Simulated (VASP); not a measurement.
# CdF2 (111), 3 units in VASP, part 3 of 3

How does CdF2 (111), 3 units behave as a surface?

VASP 6.6.1; PBE; plane waves and PAW (F, Cd).

So far. Step 2 (Relaxing the slab): The run ended after 13 ionic steps, 0.106 eV below its first step, once the forces on the free atoms met EDIFFG = -0.03.

### Step 4. The slab in a field, field -0.1

A field across the slab, with the atoms held, gives the electronic response: the dipole changes linearly with the field, and the energy has a linear term from the slab's own dipole and a quadratic one from its polarisability.

File INCAR:

```
SYSTEM = CdF2
PREC = Normal
ENCUT = 400
EDIFF = 1E-06
NELM = 120
ISMEAR = 0
SIGMA = 0.05
LREAL = .FALSE.
ALGO = Fast
GGA = PE
NBANDS = 48
LORBIT = 11
LWAVE = .FALSE.
LCHARG = .FALSE.
KPAR = 4
IDIPOL = 3
LDIPOL = .TRUE.
DIPOL = 0.5 0.5 0.5
EFIELD = -0.1
LVHAR = .TRUE.
```

File POSCAR:

```
CdF2
1.0
    3.8113055500      0.0000000000      0.0000000000
   -1.9056527800      3.3006874300      0.0000000000
    0.0000000000      0.0000000000     25.7797948773
F Cd
6 3
Direct
    0.6666666700      0.3333333300      0.3406467427
    0.0000000000      0.0000000000      0.4053663452
    0.3333333300      0.6666666700      0.4679418213
    0.6666666700      0.3333333300      0.5320581787
    0.0000000000      0.0000000000      0.5946336548
    0.3333333300      0.6666666700      0.6593532573
    0.3333333300      0.6666666700      0.3733463824
    0.0000000000      0.0000000000      0.5000000000
    0.6666666700      0.3333333300      0.6266536176
```

File KPOINTS:

```
Automatic mesh
0
Gamma
12 12 1
0 0 0
```

PAW data sets: F and Cd (PBE family, release 64).

Started as:

```sh
$ mpirun -np 4 vasp_std
```

Log:

```text
[... set-up lines as in an earlier step ...]
 entering main loop
       N       E                     dE             d eps       ncg     rms          rms(c)
DAV:   1     0.645676265343E+03    0.64568E+03   -0.34099E+04  1992   0.115E+03
DAV:   2     0.252115473199E+02   -0.62046E+03   -0.60063E+03  2288   0.349E+02
DAV:   3    -0.370553291173E+02   -0.62267E+02   -0.61840E+02  2024   0.114E+02
DAV:   4    -0.379183648845E+02   -0.86304E+00   -0.86233E+00  2048   0.148E+01
DAV:   5    -0.379280971438E+02   -0.97323E-02   -0.97320E-02  2048   0.142E+00    0.163E+01
RMM:   6    -0.325259913987E+02    0.54021E+01   -0.19819E+01  1953   0.181E+01    0.127E+01
RMM:   7    -0.324919643260E+02    0.34027E-01   -0.13930E+00  2046   0.496E+00    0.691E+00
RMM:   8    -0.323996933473E+02    0.92271E-01   -0.26253E-01  2033   0.274E+00    0.322E+00
RMM:   9    -0.323961402404E+02    0.35531E-02   -0.67560E-02  2069   0.165E+00    0.391E-01
RMM:  10    -0.323974980829E+02   -0.13578E-02   -0.29400E-02  2102   0.624E-01    0.390E-01
RMM:  11    -0.323982400241E+02   -0.74194E-03   -0.38715E-03  2062   0.325E-01    0.700E-02
RMM:  12    -0.323983354870E+02   -0.95463E-04   -0.94617E-04  2118   0.110E-01    0.387E-02
RMM:  13    -0.323983634282E+02   -0.27941E-04   -0.19319E-04  2186   0.563E-02    0.168E-02
RMM:  14    -0.323983798644E+02   -0.16436E-04   -0.41166E-05  1872   0.173E-02    0.980E-03
RMM:  15    -0.323984011757E+02   -0.21311E-04   -0.57258E-06  1676   0.105E-02    0.393E-03
RMM:  16    -0.323984052788E+02   -0.41031E-05   -0.20613E-06  1491   0.458E-03    0.319E-03
RMM:  17    -0.323984104762E+02   -0.51974E-05   -0.10381E-06  1403   0.439E-03    0.214E-03
RMM:  18    -0.323984154885E+02   -0.50124E-05   -0.27418E-07  1123   0.176E-03    0.209E-03
RMM:  19    -0.323984180854E+02   -0.25969E-05   -0.26665E-07  1226   0.181E-03    0.193E-03
RMM:  20    -0.323984187330E+02   -0.64754E-06   -0.49507E-08   726   0.101E-03
   1 F= -.32398419E+02 E0= -.32398419E+02  d E =-.644770E-12
```

The job ended after 27 s (4 MPI ranks of Intel Xeon 6975P-C (Granite Rapids), shared host; peak memory 1.2 GiB).

Parts of OUTCAR (step 4):

```text
The static configuration has the point symmetry D_3d.

 Found     19 irreducible k-points:

   NELECT =      78.0000    total number of electrons

 dipolmoment           0.000000      0.000000     -0.043846 electrons x Angstroem

 E-fermi :  -5.5615

 k-point     1 :       0.0000    0.0000    0.0000
  band No.  band energies     occupation
    ...
     35      -6.2478      2.00000
     36      -6.2136      2.00000
     37      -6.2133      2.00000
     38      -5.9827      2.00000
     39      -5.9824      2.00000
     40      -2.7213      0.00000
     41      -1.9199      0.00000
     42      -0.5050      0.00000
     43       1.6398      0.00000
     44       2.1064      0.00000
    ...

 k-point     2 :       0.0833   -0.0000    0.0000
  band No.  band energies     occupation
    ...
     35      -6.2318      2.00000
     36      -6.2136      2.00000
     37      -6.1974      2.00000
     38      -6.0099      2.00000
     39      -5.9707      2.00000
     40      -2.5069      0.00000
     41      -1.7613      0.00000
     42      -0.4011      0.00000
     43       1.7308      0.00000
     44       2.2019      0.00000
    ...

  Total       -9.1234796     -9.1234796     -7.1429062      0.0000000      0.0000000      0.0000000
  in kB      -45.0726887    -45.0726887    -35.2880701      0.0000001      0.0000000      0.0000000
  external PRESSURE =     -41.8111492 kB  Pullay stress =       0.0000000 kB

 POSITION                                       TOTAL-FORCE (eV/Angst)
 -----------------------------------------------------------------------------------
      1.90565      1.10023      8.78180         0.000000     -0.000000     -0.041089
      0.00000      0.00000     10.45026         0.000000     -0.000000     -0.054985
     -0.00000      2.20046     12.06344        -0.000000      0.000000     -0.039960
      1.90565      1.10023     13.71635        -0.000000     -0.000000     -0.047150
      0.00000      0.00000     15.32953         0.000000     -0.000000     -0.030734
     -0.00000      2.20046     16.99799         0.000000     -0.000000     -0.035470
     -0.00000      2.20046      9.62479         0.000000     -0.000000      0.081935
      0.00000      0.00000     12.88990         0.000000     -0.000000      0.086970
      1.90565      1.10023     16.15500         0.000000     -0.000000      0.080484
 -----------------------------------------------------------------------------------
    total drift:                                0.000001      0.000001     -0.000492

  FREE ENERGIE OF THE ION-ELECTRON SYSTEM (eV)
  ---------------------------------------------------
  free  energy   TOTEN  =       -32.3984187330 eV

  energy  without entropy=      -32.3984187330  energy(sigma->0) =      -32.39841873

 vacuum level on the upper side and lower side of the slab         3.471         1.607

 total charge
# of ion       s       p       d       tot
------------------------------------------
    1        1.772   4.327   0.000   6.099
    2        1.775   4.348   0.000   6.123
    3        1.774   4.351   0.000   6.125
    4        1.774   4.351   0.000   6.125
    5        1.775   4.348   0.000   6.123
    6        1.772   4.326   0.000   6.098
    7        0.228   0.169   9.664  10.061
    8        0.224   0.178   9.677  10.079
    9        0.227   0.169   9.665  10.061
--------------------------------------------------
tot         11.320  26.568  29.006  66.894

[... 8 parts as in an earlier step ...]

[... 5 further parts left out ...]
```

This step gave:

| Property | Result |
| --- | --- |
| electronic cycles | 20 |
| Fermi energy | -5.561 eV |
| dipole moment | 0, 0, -0.04385 e·Å |
| gap on the k-mesh | 3.068 eV |
| least direct gap on the k-mesh | 3.261 eV |

The planar average of the electrostatic potential oscillates, so the rows of the table below give means over windows of 1 Å about each position, cut where the curve ends. Its maxima inside the range that stand out by 2 % of the span (Å: eV): 7.1: 7.80, 9.5: 0.696, 11.3: 6.40, 13.0: 0.740, 14.5: 6.52, 16.3: 0.934, 25.4: 9.03. Its minima: 0.4: 7.17, 9.0: -1.52, 10.2: -1.62, 12.3: -1.56, 13.5: -1.52, 15.6: -1.42, 16.8: -1.26.

Zero at the Fermi level. Planar average of the electrostatic potential against height; means over each step:

| height (Å) | planar average of the electrostatic potential (eV) |
| --- | --- |
| 0 | 7.45 |
| 1 | 7.23 |
| 2 | 7.33 |
| 3 | 7.43 |
| 4 | 7.53 |
| 5 | 7.63 |
| 6 | 7.72 |
| 7 | 7.78 |
| 8 | 6.26 |
| 9 | -0.345 |
| 10 | -0.382 |
| 11 | 4.13 |
| 12 | 0.628 |
| 13 | 0.103 |
| 14 | 2.27 |
| 15 | 2.67 |
| 16 | 0.215 |
| 17 | 0.630 |
| 18 | 7.60 |
| 19 | 8.37 |
| 20 | 8.49 |
| 21 | 8.59 |
| 22 | 8.69 |
| 23 | 8.80 |
| 24 | 8.90 |
| 25 | 8.99 |

Force by atom:

| atom | x (eV/Å) | y (eV/Å) | z (eV/Å) | size |
| --- | --- | --- | --- | --- |
| F1 | 0.0000 | 0.0000 | -0.0411 | 0.0411 |
| F2 | 0.0000 | 0.0000 | -0.0550 | 0.0550 |
| F3 | 0.0000 | 0.0000 | -0.0400 | 0.0400 |
| F4 | 0.0000 | 0.0000 | -0.0471 | 0.0471 |
| F5 | 0.0000 | 0.0000 | -0.0307 | 0.0307 |
| F6 | 0.0000 | 0.0000 | -0.0355 | 0.0355 |
| Cd7 | 0.0000 | 0.0000 | 0.0819 | 0.0819 |
| Cd8 | 0.0000 | 0.0000 | 0.0870 | 0.0870 |
| Cd9 | 0.0000 | 0.0000 | 0.0805 | 0.0805 |

VASP counts the dipole in electrons times Å, so a positive number points the physical dipole along −c. A positive EFIELD is likewise a physical field along −c.

Energy at zero smearing: -32.39842 eV.

### Step 5. The slab in a field, field 0.1

Changes to INCAR since step 4:

```diff
@@ -18,3 +18,3 @@
 DIPOL = 0.5 0.5 0.5
-EFIELD = -0.1
+EFIELD = 0.1
 LVHAR = .TRUE.
```

POSCAR is that of step 4.

KPOINTS is that of step 4.

Started as:

```sh
$ mpirun -np 4 vasp_std
```

Log:

```text
[... set-up lines as in an earlier step ...]
 entering main loop
       N       E                     dE             d eps       ncg     rms          rms(c)
DAV:   1     0.645291026120E+03    0.64529E+03   -0.34102E+04  1992   0.115E+03
DAV:   2     0.259261699565E+02   -0.61936E+03   -0.59908E+03  2256   0.348E+02
DAV:   3    -0.370245236956E+02   -0.62951E+02   -0.62491E+02  2080   0.114E+02
DAV:   4    -0.379173613219E+02   -0.89284E+00   -0.89233E+00  1976   0.150E+01
DAV:   5    -0.379280721382E+02   -0.10711E-01   -0.10710E-01  2080   0.148E+00    0.163E+01
RMM:   6    -0.325265617523E+02    0.54015E+01   -0.19795E+01  1955   0.181E+01    0.127E+01
RMM:   7    -0.324920366169E+02    0.34525E-01   -0.13878E+00  2046   0.495E+00    0.691E+00
RMM:   8    -0.323996915580E+02    0.92345E-01   -0.26198E-01  2033   0.274E+00    0.321E+00
RMM:   9    -0.323961402516E+02    0.35513E-02   -0.67330E-02  2070   0.165E+00    0.390E-01
RMM:  10    -0.323974999399E+02   -0.13597E-02   -0.29248E-02  2103   0.623E-01    0.389E-01
RMM:  11    -0.323982444033E+02   -0.74446E-03   -0.38571E-03  2062   0.325E-01    0.706E-02
RMM:  12    -0.323983357962E+02   -0.91393E-04   -0.94585E-04  2118   0.110E-01    0.384E-02
RMM:  13    -0.323983631539E+02   -0.27358E-04   -0.18782E-04  2180   0.561E-02    0.169E-02
RMM:  14    -0.323983799968E+02   -0.16843E-04   -0.43521E-05  1873   0.175E-02    0.965E-03
RMM:  15    -0.323984015692E+02   -0.21572E-04   -0.57341E-06  1669   0.106E-02    0.412E-03
RMM:  16    -0.323984053644E+02   -0.37952E-05   -0.20052E-06  1485   0.456E-03    0.317E-03
RMM:  17    -0.323984105404E+02   -0.51760E-05   -0.99258E-07  1400   0.436E-03    0.215E-03
RMM:  18    -0.323984153879E+02   -0.48476E-05   -0.26066E-07  1114   0.172E-03    0.207E-03
RMM:  19    -0.323984180918E+02   -0.27038E-05   -0.27984E-07  1245   0.185E-03    0.193E-03
RMM:  20    -0.323984187233E+02   -0.63155E-06   -0.47599E-08   713   0.957E-04
   1 F= -.32398419E+02 E0= -.32398419E+02  d E =-.111312E-13
```

Wall time 26 s (4 MPI ranks); peak memory 1.2 GiB; 90 s of CPU time.

OUTCAR, selected parts (step 5):

```text
   NELECT =      78.0000    total number of electrons

 dipolmoment           0.000000      0.000000      0.043844 electrons x Angstroem

 E-fermi :  -5.5404

 k-point     1 :       0.0000    0.0000    0.0000
  band No.  band energies     occupation
    ...
     35      -6.2478      2.00000
     36      -6.2136      2.00000
     37      -6.2134      2.00000
     38      -5.9827      2.00000
     39      -5.9824      2.00000
     40      -2.7213      0.00000
     41      -1.9199      0.00000
     42      -0.5050      0.00000
     43       1.6399      0.00000
     44       2.1064      0.00000
    ...

  Total       -9.1235022     -9.1235022     -7.1429098      0.0000000      0.0000000     -0.0000000
  in kB      -45.0728003    -45.0728003    -35.2880875      0.0000001      0.0000000     -0.0000000
  external PRESSURE =     -41.8112294 kB  Pullay stress =       0.0000000 kB

 POSITION                                       TOTAL-FORCE (eV/Angst)
 -----------------------------------------------------------------------------------
      1.90565      1.10023      8.78180         0.000000     -0.000000      0.035481
      0.00000      0.00000     10.45026         0.000000     -0.000000      0.030734
     -0.00000      2.20046     12.06344        -0.000000      0.000000      0.047155
      1.90565      1.10023     13.71635         0.000000     -0.000000      0.039955
      0.00000      0.00000     15.32953         0.000000      0.000000      0.054986
     -0.00000      2.20046     16.99799        -0.000000     -0.000000      0.041088
     -0.00000      2.20046      9.62479        -0.000000      0.000000     -0.080493
      0.00000      0.00000     12.88990        -0.000000     -0.000000     -0.086971
      1.90565      1.10023     16.15500         0.000000     -0.000000     -0.081935
 -----------------------------------------------------------------------------------
    total drift:                               -0.000001     -0.000001      0.000451

  FREE ENERGIE OF THE ION-ELECTRON SYSTEM (eV)
  ---------------------------------------------------
  free  energy   TOTEN  =       -32.3984187233 eV

  energy  without entropy=      -32.3984187233  energy(sigma->0) =      -32.39841872

 vacuum level on the upper side and lower side of the slab         1.607         3.471

[... 8 parts as in an earlier step ...]

[... 9 further parts left out ...]
```

Numbers from this step:

- Fermi energy: -5.540 eV
- dipole moment: 0, 0, 0.04384 e·Å

Zero at the Fermi level. Table of planar average of the electrostatic potential by height:

height (Å), planar average of the electrostatic potential (eV) and a bar from the least value:
```
      0.0       8.08 ###########################
      0.5       9.00 ##############################
      1.0       8.95 ##############################
      1.5       8.90 ##############################
      2.0       8.85 ##############################
      2.5       8.80 #############################
      3.0       8.75 #############################
      3.5       8.70 #############################
      4.0       8.65 #############################
      4.5       8.60 #############################
      5.0       8.55 #############################
      5.5       8.50 #############################
      6.0       8.45 ############################
      6.5       8.39 ############################
      7.0       8.32 ############################
      7.5       8.15 ############################
      8.0       7.35 #########################
      8.5       2.29 ###########
      9.0      -1.28 #
      9.5       0.90 #######
     10.0      -0.23 ####
     10.5      -0.56 ###
     11.0       5.46 ####################
     11.5       5.57 ####################
     12.0      -0.52 ###
     12.5      -0.44 ###
     13.0       0.70 #######
     13.5      -1.57 
     14.0       1.92 ##########
     14.5       6.36 #######################
     15.0       2.51 ############
     15.5      -1.63 
     16.0       0.58 ######
     16.5      -0.05 ####
     17.0      -0.98 ##
     17.5       5.05 ###################
     18.0       7.47 ##########################
     18.5       7.76 ##########################
     19.0       7.77 ###########################
     19.5       7.73 ##########################
     20.0       7.68 ##########################
     20.5       7.63 ##########################
     21.0       7.58 ##########################
     21.5       7.53 ##########################
     22.0       7.48 ##########################
     22.5       7.43 ##########################
     23.0       7.38 #########################
     23.5       7.33 #########################
     24.0       7.28 #########################
     24.5       7.23 #########################
     25.0       7.18 #########################
     25.5       7.26 #########################
```

Force by atom:

| atom | x (eV/Å) | y (eV/Å) | z (eV/Å) | size |
| --- | --- | --- | --- | --- |
| F1 | 0.0000 | 0.0000 | 0.0355 | 0.0355 |
| F2 | 0.0000 | 0.0000 | 0.0307 | 0.0307 |
| F3 | 0.0000 | 0.0000 | 0.0472 | 0.0472 |
| F4 | 0.0000 | 0.0000 | 0.0400 | 0.0400 |
| F5 | 0.0000 | 0.0000 | 0.0550 | 0.0550 |
| F6 | 0.0000 | 0.0000 | 0.0411 | 0.0411 |
| Cd7 | 0.0000 | 0.0000 | -0.0805 | 0.0805 |
| Cd8 | 0.0000 | 0.0000 | -0.0870 | 0.0870 |
| Cd9 | 0.0000 | 0.0000 | -0.0819 | 0.0819 |

Energy at zero smearing: -32.39842 eV.

### Step 6. Putting the energies together

This step: slab, PBE; plane waves and PAW (VASP 6.6.1).

This step runs nothing: it gathers the runs above.

Numbers from this step:

```
polarisability per area of the slab or monolayer : 0.5019 Å
ionisation potential at the upper face           : 8.408 eV
```

VASP counts both for electrons: a positive EFIELD is a field along -c, and a positive dipole, in electrons times A, points along -c. Field, by row:

| EFIELD (eV/Å) | dipole along z (e Å) | energy change (eV) |
| --- | --- | --- |
| -0.1 | -0.04385 | -0.002202 |
| 0 | 0 | 0 |
| 0.1 | 0.04384 | -0.002202 |

The polarisability is the slope of the dipole against the field, as a volume for each unit of area.

### Step 7. What came out

* ionisation potential of the slab: 8.41 eV
* polarisability per area of the slab or monolayer: 0.502 Å

The ionisation potential is 8.41 eV at both faces. The atom that ends on top (F) moved outwards by 0.22 Å, counted from the mean of all atoms. The program warned about the flatness of the vacuum, which adds doubt to these levels. Semilocal band edges put the ionisation potential too low and the gap too small. The cell in the plane was kept as given and was not relaxed here. The slab has a gap, so the level below the vacuum is counted from the highest filled level.

[Lines on the potential files, build, host, timing and source positions are cut from VASP's logs without a mark.]

[Logs are printed without paths, hosts, clocks, repeated set-up lines and the standing remarks that a program may print on its own settings, such as how far it seeks lower states.]

[Hosts, paths, dates, database ids (printed as entryN), source tags and the programs' standing remarks are cut or masked in the printed files.]

[In band tables of VASP the shares of atoms and orbitals are scaled to a sum of 1 inside the atoms' spheres.]

[Runs that stopped without an error message from VASP are left out.]
